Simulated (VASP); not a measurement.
# Sn (Im-3m) in VASP: further runs

The runs below take Sn through single point, with LDA.

Program: VASP 6.6.1. These are calculated values, not measurements. Logs are shortened: lines on timing, memory, paths and dates and some standing lists are left out, and cuts for length are marked.

### 1 The crystal as given

Symmetry: Im-3m, No. 229, cubic system. Conventional cell: a = 3.704 Å, b = 3.704 Å, c = 3.704 Å, α = 90.00°, β = 90.00°, γ = 90.00°. Around Sn (site symmetry m-3m) lie 8 Sn at 3.21 Å.

This isn't the form of Sn at room conditions, which is tetragonal (white tin).

### 2 Single point, LDA

INCAR

```
SYSTEM = Sn
  ALGO = Normal
  EDIFF = 1E-6
  ENCUT = 520
  GGA = CA
  ISIF = 2
  ISMEAR = -1
  LASPH = .TRUE.
  LCHARG = .TRUE.
  LELF = .TRUE.
  LREAL = .FALSE.
  LVHAR = .TRUE.
  LWAVE = .FALSE.
  NBANDS = 13
  NELM = 60
  PREC = Accurate
  SIGMA = 0.1
```

KPOINTS

```
k-points
0
G
  20 20 20
  0 0 0
```

POSCAR

```
Sn
1.0
   -1.8521954803      1.8521954803      1.8521954803
    1.8521954803     -1.8521954803      1.8521954803
    1.8521954803      1.8521954803     -1.8521954803
Sn
1
Direct
    0.0000000000      0.0000000000      0.0000000000
```

Potentials or basis: VASP PAW LDA potentials, release 64 (Sn_d).

The run is started by

```
> cat potpaw_LDA.64/Sn_d/POTCAR > POTCAR
> mpirun -np 1 vasp_std > vasp.out
```

OUTCAR:

```text
SYSTEM = Sn
   EDIFF = 1E-6
   ENCUT = 520
   GGA = CA
   ISIF = 2
   ISMEAR = -1
   LASPH = .TRUE.
   LREAL = .FALSE.
   NELM = 60
   PREC = Accurate

 ion  position               nearest neighbor table
   1  0.000  0.000  0.000-

  LATTYP: Found a body centered cubic cell.
 ALAT       =     3.7043909606

  Lattice vectors:

 A1 = (  -1.8521954803,   1.8521954803,   1.8521954803)
 A2 = (   1.8521954803,  -1.8521954803,   1.8521954803)
 A3 = (   1.8521954803,   1.8521954803,  -1.8521954803)

Analysis of symmetry for initial positions (statically):
=====================================================================
 Subroutine PRICEL returns:
 Original cell was already a primitive cell.

 Routine SETGRP: Setting up the symmetry group for a
 body centered cubic supercell.

 Subroutine GETGRP returns: Found 48 space group operations
 (whereof 48 operations were pure point group operations)
 out of a pool of 48 trial point group operations.

The static configuration has the point symmetry O_h .

Analysis of symmetry for dynamics (positions and initial velocities):
=====================================================================
 Subroutine PRICEL returns:
 Original cell was already a primitive cell.

 Routine SETGRP: Setting up the symmetry group for a
 body centered cubic supercell.

 Subroutine GETGRP returns: Found 48 space group operations
 (whereof 48 operations were pure point group operations)
 out of a pool of 48 trial point group operations.

The dynamic configuration has the point symmetry O_h .

 Subroutine INISYM returns: Found 48 space group operations
 (whereof 48 operations are pure point group operations),
 and found     1 'primitive' translations

----------------------------------------------------------------------------------------

                                     Primitive cell

  volume of cell :      25.4168

  direct lattice vectors                    reciprocal lattice vectors
    -1.852195480  1.852195480  1.852195480     0.000000000  0.269949908  0.269949908
     1.852195480 -1.852195480  1.852195480     0.269949908  0.000000000  0.269949908
     1.852195480  1.852195480 -1.852195480     0.269949908  0.269949908  0.000000000

  length of vectors
     3.208096677  3.208096677  3.208096677     0.381766821  0.381766821  0.381766821

  position of ions in fractional coordinates (direct lattice)
[... 83 lines left out ...]
   ISIF   =      2    stress and relaxation
   ISYM   =      2    0-nonsym 1-usesym 2-fastsym
   POTIM  = 0.5000    time-step for ionic-motion
   TEBEG  =    0.0;   TEEND  =   0.0 temperature during run
   PSTRESS=    0.0 pullay stress
   NELECT =      14.0000    total number of electrons
   NUPDOWN=      -1.0000    fix difference up-down
   EMIN   =  10.00;   EMAX   =-10.00  energy-range for DOS
   EFERMI =   0.00;   METHOD = LEGACY
   ISMEAR =    -1;   SIGMA  =   0.10  broadening in eV -4-tet -1-fermi 0-gaus
   EFERMI_NEDOS =   21; number of points for ismear=-14 and -15
   IALGO  =     38    algorithm
   IMIX   =      4    mixing-type and parameters
     AMIX     =   0.40;   BMIX     =  1.00
     AMIX_MAG =   1.60;   BMIX_MAG =  1.00
  volume/ion in A,a.u.               =      25.42       171.52
  Fermi-wavevector in a.u.,A,eV,Ry     =   1.341974  2.535963 24.502645  1.800894
  Thomas-Fermi vector in A             =   2.470165
   LORBIT       =      0    0 simple, 1 ext, 2 COOP (PROOUT), +10 PAW based schemes
   GGA     = CA    functional components
   LHFCALC =     F    Hartree Fock is set to
   AEXX    =    0.0000 exact exchange contribution
   IVDW    =     0    specifies the selected vdW correction
   LEPSILON=     F    determine dielectric tensor
   LRPA    =     F    only Hartree local field effects (RPA)
 non-spin polarized calculation
  energy-cutoff  :      520.00
  volume of cell :       25.42
 maximum number of plane-waves:       703
   NGX = 11   NGY = 11   NGZ = 11

 number of electron      13.9999997 magnetization

 Free energy of the ion-electron system (eV)
  ---------------------------------------------------
  ext. energy  EPLUGINS =         0.00000000
  ---------------------------------------------------
  free energy    TOTEN  =        -4.45103908 eV

  energy without entropy =       -4.43306184  energy(sigma->0) =       -4.44205046

 E-fermi :   8.6394     XC(G=0): -10.9244

 val. band max:        8.6198490005   @ k =  -0.3000   0.4500   0.1500
 cond. band min:       8.6689409212   @ k =   0.3000   0.0000   0.0000
 fundamental gap:      0.0490919207
 Fermi energy:         8.6394051510

 k-point     1 :       0.0000    0.0000    0.0000
  band No.  band energies     occupation
      1     -12.8484      2.00000
      2     -12.8484      2.00000
      3     -12.8484      2.00000
      4     -12.6758      2.00000
      5     -12.6758      2.00000
      6      -2.9504      2.00000
      7      17.1223      0.00000
      8      17.1223      0.00000
      9      17.1223      0.00000
     10      21.0000      0.00000
     11      21.0000      0.00000
     12      21.0000      0.00000
     13      21.9652      0.00000
[... 354 lines left out ...]
  band No.  band energies     occupation
      1     -12.8771      2.00000
      2     -12.8180      2.00000
      3     -12.7028      2.00000
      4     -12.6835      2.00000
      5     -12.6647      2.00000
      6      -0.6987      2.00000
      7       8.7636      0.44824
      8      12.2487      0.00000
      9      14.3761      0.00000
     10      18.2100      0.00000
     11      19.6674      0.00000
     12      21.1619      0.00000
     13      25.0738      0.00000

 [... further k-points ...]

------------------------ aborting loop because EDIFF is reached ----------------------------------------

  FORCE on cell =-STRESS in cart. coord.  units (eV):
  Direction    XX          YY          ZZ          XY          YZ          ZX
  --------------------------------------------------------------------------------------
  -------------------------------------------------------------------------------------
  Total        0.0058963      0.0058963      0.0058963      0.0000000      0.0000000     -0.0000000
  in kB        0.3716806      0.3716806      0.3716806      0.0000000      0.0000000     -0.0000000
  external PRESSURE =       0.3716806 kB  Pullay stress =       0.0000000 kB

 VOLUME and BASIS-vectors are now :
 -----------------------------------------------------------------------------
  energy-cutoff  :      520.00
  volume of cell :       25.42
      direct lattice vectors                 reciprocal lattice vectors
    -1.852195480  1.852195480  1.852195480     0.000000000  0.269949908  0.269949908
     1.852195480 -1.852195480  1.852195480     0.269949908  0.000000000  0.269949908
     1.852195480  1.852195480 -1.852195480     0.269949908  0.269949908  0.000000000

 POSITION                                       TOTAL-FORCE (eV/Angst)
 -----------------------------------------------------------------------------------
      0.00000      0.00000      0.00000         0.000000      0.000000      0.000000
 -----------------------------------------------------------------------------------
    total drift:                               -0.000000      0.000000      0.000000

  FREE ENERGIE OF THE ION-ELECTRON SYSTEM (eV)
  ---------------------------------------------------
  free  energy   TOTEN  =        -4.4510390814 eV

  energy  without entropy=       -4.4330618413  energy(sigma->0) =       -4.44205046
```

It took 64 s on 1 thread of AMD EPYC 7R43 (Zen 3), shared host; peak memory 0.15 GiB.

Results:

```yaml
Free_energy: -4.4510 eV
Pressure: 0.0 GPa
Band_gap_on_the_k_mesh: none (metal or under the smearing width)
```

### 3 Single point, LDA, non-collinear spin, zero start, spin-orbit coupling

INCAR

```
SYSTEM = Sn
PREC = Accurate
ENCUT = 520
EDIFF = 1E-6
ISMEAR = -1
SIGMA = 0.1
LREAL = .False.
LASPH = .True.
NELM = 150
ALGO = Fast
ISIF = 2
LWAVE = .False.
LCHARG = .False.
MAGMOM = 0 0 0
LORBIT = 11
LSORBIT = .True.
GGA_COMPAT = .False.
LORBMOM = .True.
NBANDS = 25
```

KPOINTS

```
regular mesh
0
Gamma
  12 12 12
  0 0 0
```

POSCAR is that of step 2.

Potentials or basis: VASP PAW LDA potentials, release 64 (Sn_d).

The run is started by

```
> cat potpaw_LDA.64/Sn_d/POTCAR > POTCAR
> mpirun -np 1 vasp_ncl > vasp.out
```

Wall time 1.7 min (1 thread of AMD EPYC 7R43 (Zen 3), shared host); peak memory 0.17 GiB.

Results (log left out):

- Free energy: -4.5094 eV
- Pressure: 0.0 GPa
- Net moment: 0.00 μB per cell
- Valence electrons inside the program's atomic spheres: Sn 12.22

Moments on the atoms (μB; x, y, z):
```
Sn  0.00 0.00 0.00
```

### 4 Single point, LDA

INCAR

```
  PREC = Accurate
  ENCUT = 520
  EDIFF = 1E-7
  ISMEAR = -1
  SIGMA = 0.1
  LREAL = False
  LASPH = True
  NELM = 100
  ALGO = Normal
  ISIF = 2
  LWAVE = False
  LCHARG = False
  NBANDS = 13
```

KPOINTS

```
regular mesh
0
Gamma
  13 13 13
```

POSCAR is that of step 3.

Potentials or basis: VASP PAW LDA potentials, release 64 (Sn_d).

The run is started by

```
> cat potpaw_LDA.64/Sn_d/POTCAR > POTCAR
> mpirun -np 1 vasp_std > vasp.out
```

OUTCAR:

```text
PREC = Accurate
   ENCUT = 520
   EDIFF = 1E-7
   ISMEAR = -1
   LREAL = False
   LASPH = True
   NELM = 100
   ISIF = 2

 ion  position               nearest neighbor table
   1  0.000  0.000  0.000-

  LATTYP: Found a body centered cubic cell.
 ALAT       =     3.7043909606

  Lattice vectors:

 A1 = (  -1.8521954803,   1.8521954803,   1.8521954803)
 A2 = (   1.8521954803,  -1.8521954803,   1.8521954803)
 A3 = (   1.8521954803,   1.8521954803,  -1.8521954803)

Analysis of symmetry for initial positions (statically):
=====================================================================
 Subroutine PRICEL returns:
 Original cell was already a primitive cell.

 Routine SETGRP: Setting up the symmetry group for a
 body centered cubic supercell.

 Subroutine GETGRP returns: Found 48 space group operations
 (whereof 48 operations were pure point group operations)
 out of a pool of 48 trial point group operations.

The static configuration has the point symmetry O_h .

Analysis of symmetry for dynamics (positions and initial velocities):
=====================================================================
 Subroutine PRICEL returns:
 Original cell was already a primitive cell.

 Routine SETGRP: Setting up the symmetry group for a
 body centered cubic supercell.

 Subroutine GETGRP returns: Found 48 space group operations
 (whereof 48 operations were pure point group operations)
 out of a pool of 48 trial point group operations.

The dynamic configuration has the point symmetry O_h .

 Subroutine INISYM returns: Found 48 space group operations
 (whereof 48 operations are pure point group operations),
 and found     1 'primitive' translations

----------------------------------------------------------------------------------------

                                     Primitive cell

[... 112 lines left out ...]
   LORBIT       =      0    0 simple, 1 ext, 2 COOP (PROOUT), +10 PAW based schemes
   GGA     = CA    functional components
   LHFCALC =     F    Hartree Fock is set to
   AEXX    =    0.0000 exact exchange contribution
   IVDW    =     0    specifies the selected vdW correction
   LEPSILON=     F    determine dielectric tensor
   LRPA    =     F    only Hartree local field effects (RPA)
 non-spin polarized calculation
  energy-cutoff  :      520.00
  volume of cell :       25.42
 maximum number of plane-waves:       696
   NGX = 11   NGY = 11   NGZ = 11

 number of electron      13.9999997 magnetization

 Free energy of the ion-electron system (eV)
  ---------------------------------------------------
  ext. energy  EPLUGINS =         0.00000000
  ---------------------------------------------------
  free energy    TOTEN  =        -4.44952907 eV

  energy without entropy =       -4.42806428  energy(sigma->0) =       -4.43879667

 E-fermi :   8.6196     XC(G=0): -10.9237

 val. band max:        8.6025239713   @ k =   0.2308   0.1538   0.0000
 cond. band min:       8.7140507264   @ k =  -0.3846  -0.4615   0.0769
 fundamental gap:      0.1115267551
 Fermi energy:         8.6195640338

 k-point     1 :       0.0000    0.0000    0.0000
  band No.  band energies     occupation
      1     -12.8438      2.00000
      2     -12.8438      2.00000
      3     -12.8438      2.00000
      4     -12.6712      2.00000
      5     -12.6712      2.00000
      6      -2.9494      2.00000
      7      17.1240      0.00000
      8      17.1240      0.00000
      9      17.1240      0.00000
     10      21.0002      0.00000
     11      21.0002      0.00000
     12      21.0002      0.00000
     13      21.9661      0.00000
[... 354 lines left out ...]
  band No.  band energies     occupation
      1     -12.8727      2.00000
      2     -12.8211      2.00000
      3     -12.6920      2.00000
      4     -12.6774      2.00000
      5     -12.6526      2.00000
      6      -0.4910      2.00000
      7       8.5491      1.33853
      8      11.8554      0.00000
      9      13.0767      0.00000
     10      19.7600      0.00000
     11      20.1394      0.00000
     12      22.4138      0.00000
     13      24.1285      0.00000

 [... further k-points ...]

------------------------ aborting loop because EDIFF is reached ----------------------------------------

  FORCE on cell =-STRESS in cart. coord.  units (eV):
  Direction    XX          YY          ZZ          XY          YZ          ZX
  --------------------------------------------------------------------------------------
  -------------------------------------------------------------------------------------
  Total        0.0394306      0.0394306      0.0394306      0.0000000     -0.0000000      0.0000000
  in kB        2.4855550      2.4855550      2.4855550      0.0000000     -0.0000000      0.0000000
  external PRESSURE =       2.4855550 kB  Pullay stress =       0.0000000 kB

 VOLUME and BASIS-vectors are now :
 -----------------------------------------------------------------------------
  energy-cutoff  :      520.00
  volume of cell :       25.42
      direct lattice vectors                 reciprocal lattice vectors
    -1.852195480  1.852195480  1.852195480     0.000000000  0.269949908  0.269949908
     1.852195480 -1.852195480  1.852195480     0.269949908  0.000000000  0.269949908
     1.852195480  1.852195480 -1.852195480     0.269949908  0.269949908  0.000000000

 POSITION                                       TOTAL-FORCE (eV/Angst)
 -----------------------------------------------------------------------------------
      0.00000      0.00000      0.00000        -0.000000      0.000000     -0.000000
 -----------------------------------------------------------------------------------
    total drift:                               -0.000000     -0.000000     -0.000000

  FREE ENERGIE OF THE ION-ELECTRON SYSTEM (eV)
  ---------------------------------------------------
  free  energy   TOTEN  =        -4.4495290700 eV

  energy  without entropy=       -4.4280642771  energy(sigma->0) =       -4.43879667
```

Wall time 22 s (1 thread of AMD EPYC 7R43 (Zen 3), shared host); peak memory 0.11 GiB.

Results:

```yaml
Free_energy: -4.4495 eV
Pressure: 0.2 GPa
Band_gap_on_the_k_mesh: none (metal or under the smearing width)
```

Levels at points of the mesh, in eV from the Fermi level:
```csv
k point,band 4,band 5,band 6,band 7,band 8,band 9,band 10,band 11
"(0.00, 0.00, 0.00)",-21.29,-21.29,-11.57,8.50,8.50,8.50,12.38,12.38
```

### 5 Single point, LDA

This run uses another cell than the first one, of 23.38 Å³/atom, 0.920 times its volume.

INCAR

```
SYSTEM = Sn
  ALGO = Fast
  EDIFF = 1E-7
  ENCUT = 520
  GGA = CA
  ISIF = 2
  ISMEAR = -1
  LASPH = .True.
  LCHARG = .True.
  LELF = .True.
  LREAL = .False.
  LVHAR = .True.
  LWAVE = .False.
  NBANDS = 13
  NELM = 80
  PREC = Accurate
  SIGMA = 0.1
```

KPOINTS

```
k-points
0
Gamma
  13 13 13
  0 0 0
```

POSCAR

```
Sn
1.0
   -1.8014246282      1.8014246282      1.8014246282
    1.8014246282     -1.8014246282      1.8014246282
    1.8014246282      1.8014246282     -1.8014246282
Sn
1
Direct
    0.0000000000      0.0000000000      0.0000000000
```

The run is started by

```
> cat potpaw_LDA.64/Sn_d/POTCAR > POTCAR
> mpirun -np 1 vasp_std > vasp.out
```

It took 36 s on 1 thread of AMD EPYC 7R43 (Zen 3), shared host; peak memory 0.1 GiB.

The run converged. Its results:

| Item | Value |
| --- | --- |
| Free energy | -4.4093 eV |
| Pressure | 6.4 GPa |
| Band gap on the k mesh | none (metal or under the smearing width) |

Levels at points of the mesh, in eV from the Fermi level:
```
           k point  band 3  band 4  band 5  band 6  band 7  band 8  band 9  band 10  band 11  band 12
(0.00, 0.00, 0.00)  -21.57  -21.35  -21.35  -12.27    9.34    9.34    9.34    12.50    12.50    12.50
```

### 6 Summary

| spin | cell | k mesh | gap on the mesh (eV) | pressure (GPa) |
| --- | --- | --- | --- | --- |
| off | Im-3m, 25.42 Å³/atom | 20 × 20 × 20 | none | 0.0 |
| non-collinear, zero start, SOC | Im-3m, 25.42 Å³/atom | 12 × 12 × 12 | - | 0.0 |
| off | Im-3m, 25.42 Å³/atom | 13 × 13 × 13 | none | 0.2 |
| off | Im-3m, 23.38 Å³/atom | 13 × 13 × 13 | none | 6.4 |

Alike in all rows: task single point; level LDA; potentials or basis VASP PAW LDA potentials, release 64 (Sn_d); cutoff (eV) 520; smearing fermi-dirac 0.1 eV.

Every run on the cell as given and a fine mesh finds a metal.

Absolute energies hang on the potentials; compare differences alone.
